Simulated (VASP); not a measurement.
The system is BeTe.

```
CELL_PARAMETERS angstrom
0.00000 2.77000 2.77000
2.77000 0.00000 2.77000
2.77000 2.77000 0.00000
ATOMIC_POSITIONS crystal
Te 0.75000 0.75000 0.75000
Be 0.00000 0.00000 0.00000
```

* Program: VASP 6.6.1
* Task: relaxation of cell and atoms
* Functional: vdW-DF
* Potentials or basis: VASP PAW PBE potentials, release 64 (Te, Be)
* Cutoff: 600 eV
* k mesh: 8 × 8 × 8
* Occupations: fermi-dirac, width 0.05 eV
* Spin: no spin polarisation

At the start: pressure 7.1 GPa; volume 21.25 Å³/atom.

Task: How do energy, volume and symmetry change on relaxing?

Result: Over 3 steps the energy falls by 48.6 meV/atom and the volume is 23.66 Å³/atom (+11.3 %); space group F-43m (No. 216, to 0.05 Å).

Step by step:
| step | energy change (eV) | largest force (eV/Å) | pressure (GPa) | volume (Å³) |
| --- | --- | --- | --- | --- |
| 1 | 0.0000 | 0.0000 | 7.05 | 42.51 |
| 2 | -0.0926 | 0.0000 | -1.23 | 48.53 |
| 3 | -0.0972 | 0.0000 | 0.03 | 47.32 |

Final structure:
```
Te Be
1.0
     0.00000    2.87082    2.87082
     2.87082    0.00000    2.87082
     2.87082    2.87082    0.00000
Te Be
1 1
Cartesian
  4.3062 4.3062 4.3062
  0.0000 0.0000 0.0000
```

Caveat: the PAW data sets were made with another functional, which shifts forces and pressure a little; the volume moved by +11 % from the deposited cell, more than functionals usually miss.
